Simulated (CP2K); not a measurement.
Crystal: MgO.

```xyz
2
Lattice="2.9656 0.0000 0.0000 1.4828 2.5683 0.0000 1.4828 0.8561 2.4214" Properties=species:S:1:pos:R:3 pbc="T T T"
Mg    0.0000    0.0000    0.0000
O     2.9656    1.7122    1.2107
```

The cell is a database's computed one.

Base run:

```yaml
Program: CP2K 2026.2
Functional: TPSS
Potentials_or_basis: POTENTIAL_UZH Mg GTH-PBE-q10, O GTH-PBE-q6; TZVP-MOLOPT-PBE-GTH basis
Density_cutoff: 19048 eV
k_mesh: 11 × 11 × 11
Occupations: fermi-dirac, width 0.05 eV
Spin: no spin polarisation
```

Its results: band gap on the k mesh 5.00 eV, direct; pressure 9.4 GPa.

**Question.** The run is repeated on the same cell with these changes: functional from TPSS to LDA. What comes out?

**Answer.** Band gap on the k mesh 4.56 eV, direct; pressure 1.8 GPa.

TPSS gives the wider gap, since meta-GGAs in the generalised Kohn-Sham scheme recover part of the derivative discontinuity.

Caveats: the potentials were made for another functional, which shifts forces and pressure; the basis of atomic orbitals isn't converged, which shifts pressures, moduli and gaps.

Not every run made on this cell is shown here.
